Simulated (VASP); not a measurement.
# S2SiH2 in VASP: a series of runs

The runs below take S2SiH2 through single point, relaxation of the atoms, atomic charges, electron localisation function, with PBE, PBE+TS.

Program: VASP 6.6.1. These are calculated values, not measurements. Logs are shortened: lines on timing, memory, paths and dates and some standing lists are left out, and cuts for length are marked.

## (1) The structure

The cell holds a molecule in a box, 5 atoms: a = 13.000 Å, b = 12.000 Å, c = 11.000 Å, α = 90.00°, β = 90.00°, γ = 90.00°.

## (2) Single point, PBE (atoms moved at random, drawn with an rms of 0.05 Å)

INCAR reads:

```
SYSTEM = SiH2S2
  ALGO = Normal
  EDIFF = 1E-6
  ENCUT = 520
  GGA = PE
  ISIF = 2
  ISMEAR = 0
  LASPH = .True.
  LCHARG = .False.
  LREAL = .False.
  LWAVE = .False.
  NELM = 60
  PREC = Accurate
  SIGMA = 0.01
```

KPOINTS reads:

```
k-points
0
Gamma
  1 1 1
  0 0 0
```

POSCAR reads:

```
SiH2S2
1.0
   13.0000000000      0.0000000000      0.0000000000
    0.0000000000     12.0000000000      0.0000000000
    0.0000000000      0.0000000000     11.0000000000
S Si H
2 1 2
Direct
    0.4530960000      0.4121930000      0.4563590000
    0.6101590000      0.5939510000      0.5735650000
    0.4584310000      0.5811610000      0.5227110000
    0.3522730000      0.4140280000      0.4314750000
    0.6479560000      0.4927550000      0.5370130000
```

Potentials or basis: VASP PAW PBE potentials, release 64 (S, Si, H).

The run is started by

```sh
$ cat potpaw_PBE.64/S/POTCAR potpaw_PBE.64/Si/POTCAR potpaw_PBE.64/H/POTCAR > POTCAR
$ mpirun -np 1 vasp_gam > vasp.out
```

OUTCAR:

```text
SYSTEM = SiH2S2
   EDIFF = 1E-6
   ENCUT = 520
   GGA = PE
   ISIF = 2
   ISMEAR = 0
   LASPH = .True.
   LREAL = .False.
   NELM = 60
   PREC = Accurate

 ion  position               nearest neighbor table
   1  0.453  0.412  0.456-   4 1.34   3 2.16
   2  0.610  0.594  0.574-   5 1.37   3 2.06
   3  0.458  0.581  0.523-   2 2.06   1 2.16
   4  0.352  0.414  0.431-   1 1.34
   5  0.648  0.493  0.537-   2 1.37

  LATTYP: Found a simple orthorhombic cell.
 ALAT       =    11.0000000000
 B/A-ratio  =     1.0909090909
 C/A-ratio  =     1.1818181818

  Lattice vectors:

 A1 = (   0.0000000000,   0.0000000000, -11.0000000000)
 A2 = (   0.0000000000,  12.0000000000,   0.0000000000)
 A3 = (  13.0000000000,   0.0000000000,   0.0000000000)

Analysis of symmetry for initial positions (statically):
=====================================================================
 Subroutine PRICEL returns:
 Original cell was already a primitive cell.

 Routine SETGRP: Setting up the symmetry group for a
 simple orthorhombic supercell.

 Subroutine GETGRP returns: Found  1 space group operations
 (whereof  1 operations were pure point group operations)
 out of a pool of  8 trial point group operations.

The static configuration has the point symmetry C_1 .

Analysis of symmetry for dynamics (positions and initial velocities):
=====================================================================
 Subroutine PRICEL returns:
 Original cell was already a primitive cell.

 Routine SETGRP: Setting up the symmetry group for a
 simple orthorhombic supercell.

 Subroutine GETGRP returns: Found  1 space group operations
 (whereof  1 operations were pure point group operations)
 out of a pool of  8 trial point group operations.

The dynamic configuration has the point symmetry C_1 .

 Subroutine INISYM returns: Found  1 space group operations
 (whereof  1 operations are pure point group operations),
 and found     1 'primitive' translations

----------------------------------------------------------------------------------------

                                     Primitive cell

  volume of cell :    1716.0000

  direct lattice vectors                    reciprocal lattice vectors
    13.000000000  0.000000000  0.000000000     0.076923077  0.000000000  0.000000000
     0.000000000 12.000000000  0.000000000     0.000000000  0.083333333  0.000000000
     0.000000000  0.000000000 11.000000000     0.000000000  0.000000000  0.090909091

  length of vectors
    13.000000000 12.000000000 11.000000000     0.076923077  0.083333333  0.090909091

  position of ions in fractional coordinates (direct lattice)
     0.453096000  0.412193000  0.456359000
     0.610159000  0.593951000  0.573565000
     0.458431000  0.581161000  0.522711000
     0.352273000  0.414028000  0.431475000
     0.647956000  0.492755000  0.537013000

  ion indices of the primitive-cell ions
   primitive index   ion index
                 1           1
                 2           2
                 3           3
                 4           4
                 5           5

----------------------------------------------------------------------------------------

 KPOINTS: k-points

Automatic generation of k-mesh.
 Grid dimensions read from file:
 generate k-points for:    1    1    1

 Generating k-lattice:

  Cartesian coordinates                     Fractional coordinates (reciprocal lattice)
     0.076923077  0.000000000  0.000000000     1.000000000  0.000000000  0.000000000
     0.000000000  0.083333333  0.000000000     0.000000000  1.000000000  0.000000000
     0.000000000  0.000000000  0.090909091     0.000000000  0.000000000  1.000000000

  Length of vectors
     0.076923077  0.083333333  0.090909091

  Shift w.r.t. Gamma in fractional coordinates (k-lattice)
     0.000000000  0.000000000  0.000000000

 Subroutine IBZKPT returns following result:
 ===========================================

 Found      1 irreducible k-points:

 Following reciprocal coordinates:
            Coordinates               Weight
  0.000000  0.000000  0.000000      1.000000
   k-points           NKPTS =      1   k-points in BZ     NKDIM =      1   number of bands    NBANDS=     13
   number of dos      NEDOS =    301   number of ions     NIONS =      5
   total plane-waves  NPLWV = 740880
   dimension x,y,z NGX =    98 NGY =   90 NGZ =   84
   dimension x,y,z NGXF=   196 NGYF=  180 NGZF=  168
   ions per type =               2   1   2
   NGX,Y,Z   is equivalent  to a cutoff of  12.53, 12.47, 12.70 a.u.
   NGXF,Y,Z  is equivalent  to a cutoff of  25.06, 24.94, 25.39 a.u.
 SYSTEM =  SiH2S2
   PREC   = accura    normal or accurate (medium, high low for compatibility)
   ISTART =      0    job   : 0-new  1-cont  2-samecut
   ICHARG =      2    charge: 1-file 2-atom 10-const
   ISPIN  =      1    spin polarized calculation?
   LNONCOLLINEAR =      F non collinear calculations
   LSORBIT =      F    spin-orbit coupling
   LASPH  =      T    aspherical Exc in radial PAW
   ENCUT  =  520.0 eV  38.22 Ry    6.18 a.u.  24.17 22.31 20.45*2*pi/ulx,y,z
   NELM   =     60;   NELMIN=  2; NELMDL= -5     # of ELM steps
   EDIFF  = 0.1E-05   stopping-criterion for ELM
   LREAL  =      F    real-space projection
   EDIFFG = 0.1E-04   stopping-criterion for IOM
   NSW    =      0    number of steps for IOM
   IBRION =     -1    ionic relax: 0-MD 1-quasi-New 2-CG
   NFREE  =      0    steps in history (QN), initial steepest desc. (CG)
   ISIF   =      2    stress and relaxation
   ISYM   =      2    0-nonsym 1-usesym 2-fastsym
   POTIM  = 0.5000    time-step for ionic-motion
   TEBEG  =    0.0;   TEEND  =   0.0 temperature during run
   PSTRESS=    0.0 pullay stress
   NELECT =      18.0000    total number of electrons
   NUPDOWN=      -1.0000    fix difference up-down
   EMIN   =  10.00;   EMAX   =-10.00  energy-range for DOS
   EFERMI =   0.00;   METHOD = LEGACY
   ISMEAR =     0;   SIGMA  =   0.01  broadening in eV -4-tet -1-fermi 0-gaus
   EFERMI_NEDOS =   21; number of points for ismear=-14 and -15
   IALGO  =     38    algorithm
   IMIX   =      4    mixing-type and parameters
     AMIX     =   0.40;   BMIX     =  1.00
     AMIX_MAG =   1.60;   BMIX_MAG =  1.00
  volume/ion in A,a.u.               =     343.20      2316.03
  Fermi-wavevector in a.u.,A,eV,Ry     =   0.358366  0.677213  1.747343  0.128426
  Thomas-Fermi vector in A             =   1.276489
   LORBIT       =      0    0 simple, 1 ext, 2 COOP (PROOUT), +10 PAW based schemes
   GGA     = PE    functional components
   LHFCALC =     F    Hartree Fock is set to
   AEXX    =    0.0000 exact exchange contribution
   IVDW    =     0    specifies the selected vdW correction
   LEPSILON=     F    determine dielectric tensor
   LRPA    =     F    only Hartree local field effects (RPA)
 non-spin polarized calculation
 Gauss-broadening in eV      SIGMA  =   0.01
  energy-cutoff  :      520.00
  volume of cell :     1716.00
 maximum number of plane-waves:     23131
 NGX is ok and might be reduce to    98
   NGX = 49   NGY = 45   NGZ = 41

 number of electron      17.9999998 magnetization

 Free energy of the ion-electron system (eV)
  ---------------------------------------------------
  ext. energy  EPLUGINS =         0.00000000
  ---------------------------------------------------
  free energy    TOTEN  =       -20.36972833 eV

  energy without entropy =      -20.36972833  energy(sigma->0) =      -20.36972833

 E-fermi :  -5.5304     XC(G=0):  -0.9284

 val. band max:       -5.5786094388   @ k =   0.0000   0.0000   0.0000
 cond. band min:      -2.4931240129   @ k =   0.0000   0.0000   0.0000
 fundamental gap:      3.0854854258
 Fermi energy:        -5.5303899440

 k-point     1 :       0.0000    0.0000    0.0000
  band No.  band energies     occupation
      1     -18.7262      2.00000
      2     -17.8733      2.00000
      3     -11.8811      2.00000
      4     -10.6031      2.00000
      5      -9.1140      2.00000
      6      -7.7523      2.00000
      7      -7.3791      2.00000
      8      -6.3102      2.00000
      9      -5.5786      2.00000
     10      -2.4931      0.00000
     11      -1.3110      0.00000
     12      -0.6019      0.00000
     13      -0.1384      0.00000

------------------------ aborting loop because EDIFF is reached ----------------------------------------

  FORCE on cell =-STRESS in cart. coord.  units (eV):
  Direction    XX          YY          ZZ          XY          YZ          ZX
  --------------------------------------------------------------------------------------
  -------------------------------------------------------------------------------------
  Total        3.5297803     -0.2846471      0.1413068      0.0632262     -0.0930346      0.9241183
  in kB        3.2956492     -0.2657664      0.1319339      0.0590324     -0.0868636      0.8628213
  external PRESSURE =       1.0539389 kB  Pullay stress =       0.0000000 kB

 VOLUME and BASIS-vectors are now :
 -----------------------------------------------------------------------------
  energy-cutoff  :      520.00
  volume of cell :     1716.00
      direct lattice vectors                 reciprocal lattice vectors
    13.000000000  0.000000000  0.000000000     0.076923077  0.000000000  0.000000000
     0.000000000 12.000000000  0.000000000     0.000000000  0.083333333  0.000000000
     0.000000000  0.000000000 11.000000000     0.000000000  0.000000000  0.090909091

 POSITION                                       TOTAL-FORCE (eV/Angst)
 -----------------------------------------------------------------------------------
      5.89025      4.94632      5.01995         0.391373     -0.099976      0.053433
      7.93207      7.12741      6.30922         1.648345     -0.293415      0.209895
      5.95960      6.97393      5.74982        -1.727371      0.060577     -0.350359
      4.57955      4.96834      4.74622        -0.289798      0.047718     -0.077983
      8.42343      5.91306      5.90714        -0.022549      0.285096      0.165015
 -----------------------------------------------------------------------------------
    total drift:                                0.000342     -0.000108      0.000041

  FREE ENERGIE OF THE ION-ELECTRON SYSTEM (eV)
  ---------------------------------------------------
  free  energy   TOTEN  =       -20.3697283315 eV

  energy  without entropy=      -20.3697283315  energy(sigma->0) =      -20.36972833
```

Wall time 1.7 min (1 thread of Intel Xeon 6975P-C (Granite Rapids), shared host); peak memory 1.1 GiB.

What came out:

| Property | Result |
| --- | --- |
| Free energy | -20.3697 eV |
| Largest force | 1.764 eV/Å |
| Gap between the frontier levels | 3.09 eV |

Forces in eV/Å, atoms in the order of the input:
```
S    0.391 -0.100  0.053
S    1.648 -0.293  0.210
Si  -1.727  0.061 -0.350
H   -0.290  0.048 -0.078
H   -0.023  0.285  0.165
```

## (3) Relaxation of the atoms, PBE (atoms moved at random, drawn with an rms of 0.02 Å)

INCAR reads:

```
SYSTEM = SiH2S2
PREC = Accurate ; ENCUT = 520
EDIFF = 1E-6 ; ISMEAR = 0
SIGMA = 0.01 ; LREAL = .FALSE.
LASPH = .TRUE. ; NELM = 60
ALGO = Normal ; ISIF = 2
LWAVE = .FALSE. ; LCHARG = .FALSE.
GGA = PE ; IBRION = 2
NSW = 40 ; EDIFFG = -0.005
```

KPOINTS reads:

```
regular mesh
0
G
  1 1 1
  0 0 0
```

POSCAR reads:

```
SiH2S2
1.0
   13.0000000000      0.0000000000      0.0000000000
    0.0000000000     12.0000000000      0.0000000000
    0.0000000000      0.0000000000     11.0000000000
S Si H
2 1 2
Direct
    0.4549530000      0.4128900000      0.4581010000
    0.6133910000      0.5917270000      0.5751110000
    0.4533350000      0.5791900000      0.5298210000
    0.3530390000      0.4117410000      0.4308870000
    0.6487500000      0.4915420000      0.5399590000
```

Potentials or basis: VASP PAW PBE potentials, release 64 (S, Si, H).

The run is started by

```sh
$ cat potpaw_PBE.64/S/POTCAR potpaw_PBE.64/Si/POTCAR potpaw_PBE.64/H/POTCAR > POTCAR
$ mpirun -np 1 vasp_gam > vasp.out
```

It took 9.4 min on 1 thread of Intel Xeon 6975P-C (Granite Rapids), shared host; peak memory 1.4 GiB.

Results (log left out):

- Free energy: -20.4644 eV
- Energy gained by relaxing: 1.1 meV/atom
- Ionic steps: 19
- Gap between the frontier levels: 3.13 eV

Forces on the atoms (eV/Å):
```
S   -0.001  0.000 -0.001
S   -0.001  0.002  0.000
Si   0.002 -0.001  0.000
H    0.000  0.000  0.000
H    0.000 -0.001  0.001
```

The path:
```csv
step,energy change (eV),largest force (eV/Å),pressure (GPa)
1,0.0000,0.3590,0.03
2,-0.0020,0.3186,-0.01
3,-0.0047,0.1338,0.01
4,-0.0052,0.0684,-0.01
5,-0.0053,0.0246,0.00
6,-0.0054,0.0210,0.00
7,-0.0055,0.0221,0.00
8,-0.0055,0.0218,0.00
9,-0.0055,0.0155,0.00
10,-0.0055,0.0095,0.00
11,-0.0055,0.0084,0.00
12,-0.0055,0.0083,0.00
13,-0.0056,0.0077,0.00
14,-0.0056,0.0074,0.00
15,-0.0056,0.0135,-0.01
16,-0.0056,0.0058,0.00
17,-0.0056,0.0060,0.00
18,-0.0056,0.0061,0.00
19,-0.0056,0.0025,0.00
```

Final structure:
```
S Si H
1.0
    13.00000    0.00000    0.00000
     0.00000   12.00000    0.00000
     0.00000    0.00000   11.00000
S Si H
2 1 2
Direct
  0.45432 0.41230 0.45715
  0.61429 0.59252 0.57581
  0.45286 0.57940 0.52955
  0.35267 0.41149 0.43113
  0.64933 0.49138 0.54022
```

Levels at points of the mesh, in eV from the valence-band top:
```tsv
k point	band 7	band 8	band 9	band 10	band 11	band 12
(0.00, 0.00, 0.00)	-1.42	-0.44	0.00	3.13	4.64	5.10
```

## (4) Atomic charges, PBE+TS

INCAR reads:

```
SYSTEM = SiH2S2
ALGO = Normal
EDIFF = 1E-6
ENCUT = 520
GGA = PE
ISIF = 2
ISMEAR = 0
IVDW = 2
LASPH = .TRUE.
LCHARG = .TRUE.
LELF = .TRUE.
LORBIT = 11
LREAL = .FALSE.
LVACPOTAV = .TRUE.
LVHAR = .TRUE.
LWAVE = .FALSE.
NELM = 80
PREC = Accurate
SIGMA = 0.01
```

KPOINTS reads:

```
k-points
0
G
  1 1 1
  0 0 0
```

POSCAR reads:

```
SiH2S2
1.0
   13.0000000000      0.0000000000      0.0000000000
    0.0000000000     12.0000000000      0.0000000000
    0.0000000000      0.0000000000     11.0000000000
S Si H
2 1 2
Direct
    0.4548153800      0.4133041700      0.4580227300
    0.6138307700      0.5917291700      0.5739681800
    0.4537000000      0.5793625000      0.5288409100
    0.3537384600      0.4117708300      0.4322136400
    0.6482615400      0.4907958300      0.5393045500
```

The run is started by

```sh
$ cat potpaw_PBE.64/S/POTCAR potpaw_PBE.64/Si/POTCAR potpaw_PBE.64/H/POTCAR > POTCAR
$ mpirun -np 1 vasp_gam > vasp.out
```

It took 2.1 min on 1 thread of Intel Xeon 6975P-C (Granite Rapids), shared host; peak memory 1.3 GiB.

It converged, with:

- Free energy: -20.4688 eV
- Largest force: 0.316 eV/Å
- Gap between the frontier levels: 3.14 eV
- Valence electrons inside the program's atomic spheres: S 3.77; Si 1.59; H 0.60
- Hirshfeld charges: S -0.10, -0.11; Si +0.12; H +0.05, +0.04 e
- Dispersion energy per atom: -0.002 eV

Forces in eV/Å, atoms in the order of the input:
```
S    0.152 -0.235 -0.060
S    0.191  0.214  0.124
Si  -0.243  0.200  0.027
H   -0.185 -0.005 -0.041
H    0.085 -0.174 -0.050
```

Levels at points of the mesh, in eV from the valence-band top:
```csv
k point,band 6,band 7,band 8,band 9,band 10,band 11,band 12,band 13
"(0.00, 0.00, 0.00)",-1.86,-1.51,-0.49,0.00,3.14,4.64,5.09,5.44
```

## (5) Electron localisation function, PBE

INCAR reads:

```
  PREC = Accurate
  ENCUT = 520
  EDIFF = 1E-6
  ISMEAR = 0
  SIGMA = 0.01
  LREAL = F
  LASPH = T
  NELM = 80
  ALGO = Normal
  ISIF = 2
  LWAVE = F
  LCHARG = T
  GGA = PE
  LELF = T
```

KPOINTS reads:

```
Automatic mesh
0
Gamma
  1 1 1
```

POSCAR is that of step 4.

The run is started by

```sh
$ cat potpaw_PBE.64/S/POTCAR potpaw_PBE.64/Si/POTCAR potpaw_PBE.64/H/POTCAR > POTCAR
$ mpirun -np 1 vasp_gam > vasp.out
```

Wall time 99 s (1 thread of Intel Xeon 6975P-C (Granite Rapids), shared host); peak memory 1.3 GiB.

It converged, with:

```yaml
Free_energy: -20.4580 eV
Largest_force: 0.312 eV/Å
Gap_between_the_frontier_levels: 3.14 eV
```

Forces in eV/Å, atoms in the order of the input:
```
S    0.164 -0.225 -0.053
S    0.185  0.208  0.121
Si  -0.241  0.197  0.026
H   -0.187 -0.005 -0.041
H    0.078 -0.175 -0.052
```

Levels at points of the mesh, in eV from the valence-band top:
```tsv
k point	band 5	band 6	band 7	band 8	band 9	band 10	band 11	band 12	band 13
(0.00, 0.00, 0.00)	-3.40	-1.86	-1.51	-0.49	0.00	3.14	4.64	5.09	5.44
```

PBE gaps usually lie below the measured ones, often by a third to a half.

## (6) Overview

| task | level | cell | gap on the mesh (eV) | largest force (eV/Å) |
| --- | --- | --- | --- | --- |
| single point | PBE | atoms moved at random, drawn with an rms of 0.05 Å | 3.09 | 1.76 |
| relaxation of the atoms | PBE | atoms relaxed from: atoms moved at random, drawn with an rms of 0.02 Å | 3.13 | - |
| atomic charges | PBE+TS | as given | 3.14 | 0.32 |
| electron localisation function | PBE | as given | 3.14 | 0.31 |

Alike in all rows: potentials or basis VASP PAW PBE potentials, release 64 (S, Si, H); no spin polarisation; k mesh 1 × 1 × 1; cutoff (eV) 520; smearing gaussian 0.01 eV.

Total energies depend on the potentials used, so only differences within one code and one set of settings carry meaning.
